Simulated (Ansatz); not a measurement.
Input and command of a plane-wave DFT calculation in Ansatz:

```yaml
crystal:
  lattice:
    - [0.0, 3.401610451, 3.1399481086]
    - [3.401610451, 0.0, 3.1399481086]
    - [3.401610451, 3.401610451, 0.0]
  atoms:
    - { symbol: Sn, position: [0.5, 0.5, 0.5] }
    - { symbol: Sn, position: [0.75, 0.75, 0.75] }
basis:
  ecutwfc: 420
kpoints:
  mp_grid: { grid: [16, 16, 16] }
hamiltonian:
  xc: pbesol
scf:
  occupations: { method: gaussian, width: 0.15 }
output:
  forces: true
  stress: true
  eigenvalues: true
```

```bash
ansatz run input.yaml --threads 2 --pin off --max-ram 5120MiB --backend cpu --events-out ev --progress --plain --runs-dir out
```

Processor: Intel(R) Xeon(R) 6975P-C (Granite Rapids), 2 threads, on a host shared with other jobs.

Task: Estimate time, memory and problem size.

Result: About 5.7 s on 2 threads of Intel(R) Xeon(R) 6975P-C (Granite Rapids), with other jobs on the host, peak memory 0.65 GiB. It solves 18 bands at 349 k points (the mesh reduced by symmetry) with about 1415 plane waves, in 7 SCF iterations.
